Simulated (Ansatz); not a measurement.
# Al2Ru: convergence and cost

An exercise on one series of results from a longer session: the logs are not shown, and one member is left open.

Method: DFT r2SCAN, scalar-relativistic, plane waves, PAW, in Ansatz 0.2.0.

1 further run of the same task is left out (set aside as unsound or not needed). Runs told in other sessions of the task aren't counted.

**The system as given**

It takes space group Fddd (No. 70, orthorhombic). The conventional cell has a = 4.705 Å, b = 7.980 Å, c = 8.783 Å, α = 90.00°, β = 90.00°, γ = 90.00°. Al (site symmetry 2) has 5 Ru at 2.57 to 2.72 Å and 5 Al at 2.60 to 2.73 Å in its first shell of neighbours. Around Ru (site symmetry 222) lie 10 Al at 2.57 to 2.72 Å.

Coordinates:

```
Al Ru
1.0
     0.00000    3.98984    4.39153
     2.35247    0.00000    4.39153
     2.35247    3.98984    0.00000
Al Ru
4 2
Direct
  0.07906 0.42094 0.07906
  0.42094 0.07906 0.42094
  0.17094 0.82906 0.17094
  0.82906 0.17094 0.82906
  0.75000 0.75000 0.75000
  0.50000 0.50000 0.50000
```

The structure comes from the Materials Project (structure only); it is used as listed.

**The base input**

The input, input.yaml:

```yaml
crystal:
  lattice:
    - [0.0, 3.9898374997, 4.3915250777]
    - [2.3524746913, 0.0, 4.3915250777]
    - [2.3524746913, 3.9898374997, 0.0]
  atoms:
    - { symbol: Al, position: [0.07906103, 0.42093897, 0.07906103] }
    - { symbol: Al, position: [0.42093897, 0.07906103, 0.42093897] }
    - { symbol: Al, position: [0.17093897, 0.82906103, 0.17093897] }
    - { symbol: Al, position: [0.82906103, 0.17093897, 0.82906103] }
    - { symbol: Ru, position: [0.75, 0.75, 0.75] }
    - { symbol: Ru, position: [0.5, 0.5, 0.5] }
basis:
  ecutwfc: 500
kpoints:
  mp_grid: { grid: [10, 10, 10] }
hamiltonian:
  xc: r2scan
scf:
  occupations: { method: gaussian, width: 0.01 }
output:
  forces: true
  stress: true
  eigenvalues: true
  populations: true
```

It was run beforehand and gave: -2324.6114 eV/atom at zero smearing, pressure 0.04 GPa, largest force 0.002 eV/Å, gap on the mesh 0.17 eV, in 7 SCF cycles and 61 s.

Set-up of the first run:

The input, input.yaml:

```yaml
crystal:
  lattice:
    - [0.0, 3.9898374997, 4.3915250777]
    - [2.3524746913, 0.0, 4.3915250777]
    - [2.3524746913, 3.9898374997, 0.0]
  atoms:
    - { symbol: Al, position: [0.07906103, 0.42093897, 0.07906103] }
    - { symbol: Al, position: [0.42093897, 0.07906103, 0.42093897] }
    - { symbol: Al, position: [0.17093897, 0.82906103, 0.17093897] }
    - { symbol: Al, position: [0.82906103, 0.17093897, 0.82906103] }
    - { symbol: Ru, position: [0.75, 0.75, 0.75] }
    - { symbol: Ru, position: [0.5, 0.5, 0.5] }
basis:
  ecutwfc: 500
kpoints:
  mp_grid: { grid: [1, 1, 1] }
hamiltonian:
  xc: r2scan
scf:
  occupations: { method: gaussian, width: 0.01 }
output:
  forces: true
  stress: true
  eigenvalues: true
```

On the command line:

```console
$ ansatz run input.yaml --threads 1 --pin off --max-ram 2560MiB --backend cpu --events-out ev --progress --plain --runs-dir out
```

Steps of the session up to this table: K-point mesh set to 1×1×1; K-point mesh: 2×2×2; K-point mesh set to 4×4×4; K-point mesh set to 6×6×6; K-point mesh set to 8×8×8; K-point mesh set to 12×12×12; K-point mesh set to 14×14×14; K-point mesh set to 16×16×16.

One table of the session follows, with a row left open; its other results are not shown here.

```
    mesh  ΔE (meV/atom)  pressure (GPa)  largest change of a force component (eV/Å)  gap on the mesh (eV)
   1×1×1           1124            2.50                                       0.433                 1.436
   2×2×2           17.7            0.68                                       0.005                 0.384
   4×4×4              ?               ?                                           ?                     ?
   6×6×6           0.01            0.04                                       0.000                 0.167
   8×8×8           0.01            0.04                                       0.000                 0.196
10×10×10           0.00            0.04                                       0.000                 0.174
12×12×12           0.00            0.04                                       0.000                 0.167
14×14×14           0.00            0.04                                       0.000                 0.180
16×16×16           0.00            0.04                                       0.000                 0.168
```

Estimate the missing values for 4×4×4.

As computed: ΔE (meV/atom): 0.05; pressure (GPa): 0.05; largest change of a force component (eV/Å): 0.001; gap on the mesh (eV): 0.255. In the column «ΔE (meV/atom)» it lies between 8×8×8 (0.01) and 2×2×2 (17.7).
